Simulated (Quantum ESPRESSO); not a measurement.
Crystal: AlNi.

```xyz
2
Lattice="2.8810 0.0000 0.0000 0.0000 2.8810 0.0000 0.0000 0.0000 2.8810" Properties=species:S:1:pos:R:3 pbc="T T T"
Ni    1.4405    1.4405    1.4405
Al    0.0000    0.0000    0.0000
```

* Program: Quantum ESPRESSO 7.5
* Task: single point
* Functional: PBE
* Potentials or basis: SSSP 1.3 efficiency PBE
* Cutoff: 748 eV
* Density cutoff: 5987 eV
* k mesh: 9 × 9 × 9
* Occupations: fermi-dirac, width 0.05 eV
* Spin: collinear spin, ferromagnetic start
* Starting moments: [1.0, 0.0] μB

On this cell: pressure 2.1 GPa; largest force zero by symmetry; net moment 0.00 μB per cell; band gap on the k mesh none (metal or under the smearing width).

The same run follows on a disturbed copy (atoms moved at random, drawn with an rms of 0.05 Å):

```
Ni Al
1.0
     2.88100    0.00000    0.00000
     0.00000    2.88100    0.00000
     0.00000    0.00000    2.88100
Ni Al
1 1
Cartesian
  1.4375 1.3671 1.4352
  0.0174 0.0316 -0.0066
```

Task: What does the disturbed cell give?

Result: The energy (extrapolated to zero smearing) moves by +17.2 meV/atom; pressure 2.8 GPa; largest force 0.645 eV/Å; net moment 0.00 μB per cell; band gap on the k mesh none (metal or under the smearing width).

Forces on the atoms (eV/Å):
```
Ni   0.127  0.632 -0.008
Al  -0.127 -0.632  0.008
```

Stress tensor (GPa, compression positive):
```
 3.02  0.31  0.00
 0.31  2.42 -0.02
 0.00 -0.02  3.05
```
